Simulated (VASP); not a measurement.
A calculation with VASP 6.6.1 of MnSb (ASE script, structure typed inline):

run.py

```python
from ase import Atoms
from ase.calculators.vasp import Vasp
from ase.dft.bandgap import bandgap

atoms = Atoms(
    ['Sb', 'Sb', 'Mn', 'Mn'],
    cell=[[4.15, 0.0, 0.0], [-2.075, 3.5940054257, 0.0], [0.0, 0.0, 5.78]],
    scaled_positions=[[0.6666666667, 0.3333333333, 0.75], [0.3333333333, 0.6666666667, 0.25], [0.0, 0.0, 0.5], [0.0, 0.0, 0.0]],
    pbc=True,
)
atoms.set_initial_magnetic_moments([0.0, 0.0, 4.0, 4.0])
calc = Vasp(
    directory='calc',
    xc='pbe',
    pp='PBE',
    setups='materialsproject',
    prec='Accurate',
    encut=520,
    ediff=1e-07,
    ismear=0,
    sigma=0.02,
    lreal=False,
    lasph=True,
    nelm=150,
    algo='Normal',
    isif=2,
    lwave=False,
    lcharg=False,
    ispin=2,
    lorbit=11,
    lmaxmix=4,
    kpts=[7, 7, 5],
    gamma=True,
)
atoms.calc = calc

print('energy (eV):', atoms.get_potential_energy())
print('free energy (eV):', atoms.get_potential_energy(force_consistent=True))
print('forces (eV/A):')
print(atoms.get_forces())
print('stress (eV/A^3, Voigt):', atoms.get_stress())
print('Fermi level (eV):', calc.get_fermi_level())
print('moment (muB):', atoms.get_magnetic_moment())
print('site moments (muB):', atoms.get_magnetic_moments())
gap, top, bottom = bandgap(calc)
print('band gap (eV):', gap, 'from (spin, k, band)', top, 'to', bottom)
```

Potentials or basis: VASP PAW PBE potentials, release 64 (Sb, Mn_pv).

The run is started by

```bash
$ python run.py
```

**Question.** Write the same calculation in another form: native input, structure from a POSCAR.

**Answer.** As run:

INCAR

```
SYSTEM = MnSb
PREC = Accurate ; ENCUT = 520
EDIFF = 1E-7 ; ISMEAR = 0
SIGMA = 0.02 ; LREAL = .False.
LASPH = .True. ; NELM = 150
ALGO = Normal ; ISIF = 2
LWAVE = .False. ; LCHARG = .False.
ISPIN = 2 ; MAGMOM = 0 0 4 4
LORBIT = 11 ; LMAXMIX = 4
GGA = PE ; NBANDS = 30
```

Contents of KPOINTS:

```
regular mesh
0
Gamma
  7 7 5
  0 0 0
```

POSCAR

```
MnSb
4.15
    1.000000000000      0.000000000000      0.000000000000
   -0.500000000000      0.866025403783      0.000000000000
    0.000000000000      0.000000000000      1.392771084337
Sb Mn
2 2
Direct
    0.6666666667      0.3333333333      0.7500000000
    0.3333333333      0.6666666667      0.2500000000
    0.0000000000      0.0000000000      0.5000000000
    0.0000000000      0.0000000000      0.0000000000
```

Potentials or basis: VASP PAW PBE potentials, release 64 (Sb, Mn_pv).

Run with:

```console
$ cat potpaw_PBE.64/Sb/POTCAR potpaw_PBE.64/Mn_pv/POTCAR > POTCAR
$ mpirun -np 1 vasp_std > vasp.out
```

Both were run:

|  | ASE script, structure typed inline | native input, structure from a POSCAR |
| --- | --- | --- |
| Pressure | -3.4 GPa | -3.4 GPa |
| Band gap on the k mesh | none (metal or under the smearing width) | none (metal or under the smearing width) |
| Net moment | 6.68 μB per cell | 6.68 μB per cell |
| Site moments | Sb -0.13; Mn +3.39 μB | Sb -0.13; Mn +3.39 μB |
| Valence electrons inside the program's atomic spheres | Sb 2.44; Mn 11.51 | Sb 2.44; Mn 11.51 |

Keys that steer only the numerical path or the files written may differ.

Caveat: only a ferromagnetic start was run, and an antiferromagnetic order may lie lower in energy.
